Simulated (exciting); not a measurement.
Cu: density of states with LDA-PZ

Crystal: Cu.

```
Cu
1.0
     2.52256    0.00000    0.00000
     1.20508    2.21441    0.00000
     1.22156    0.75908    2.11430
Cu
1
Direct
  0.01678 0.96674 0.00170
```

The cell isn't the ideal one: cell strained at random at fixed volume.

```json
{"Program": "exciting (release sodium)", "Task": "density of states", "Functional": "LDA-PZ", "Potentials or basis": "all-electron LAPW+lo, shipped species files, valence relativity iora*", "rgkmax": "8", "k mesh": "11 × 11 × 11", "Occupations": "gaussian, width 0.05 eV", "Spin": "no spin polarisation", "outputlevel": "low", "DOS window about the Fermi level (Ha)": "[-0.8, 0.6] Ha", "gmaxvr (cutoff of density and potential)": "14 1/bohr", "lmaxapw (and lmaxmat)": "10", "lmaxvr": "8", "nempty": "12", "Valence relativity": "iora*", "epsengy": "1e-05 Ha", "epspot": "1e-05 Ha", "maxscl": "60", "Muffin-tin radii": "Cu 1.6 bohr"}
```

The band gap on the k mesh is none (metal or under the smearing width).

Levels at points of the mesh, in eV from the Fermi level:
```csv
k point,band 6,band 7,band 8,band 9,band 10,band 11
"(0.00, 0.00, 0.00)",-3.17,-3.03,-2.33,-2.26,22.47,24.32
```

States per cell in windows of 1 eV (zero at the Fermi level; states under -8 eV left out):
```csv
from (eV),total,Cu1 d,Cu1 s,Cu1 p
-8.0,0.12,0.00,0.01,0.00
-7.0,0.20,0.02,0.02,0.00
-6.0,0.44,0.14,0.03,0.01
-5.0,1.76,1.13,0.02,0.01
-4.0,2.85,2.18,0.00,0.02
-3.0,3.45,2.94,0.00,0.01
-2.0,1.89,1.67,0.01,0.01
-1.0,0.30,0.17,0.01,0.01
0.0,0.30,0.12,0.01,0.02
1.0,0.24,0.08,0.01,0.02
2.0,0.23,0.06,0.01,0.02
3.0,0.19,0.05,0.01,0.01
4.0,0.27,0.07,0.02,0.01
5.0,0.28,0.06,0.02,0.02
6.0,0.25,0.05,0.02,0.02
7.0,0.27,0.05,0.02,0.02
```

It took 8 min on 1 thread of Arm Neoverse V1, on a shared host, peak memory 0.18 GiB.

Caveat: the tetrahedron DOS on this energy grid can lose part of the weight of narrow d or f bands.
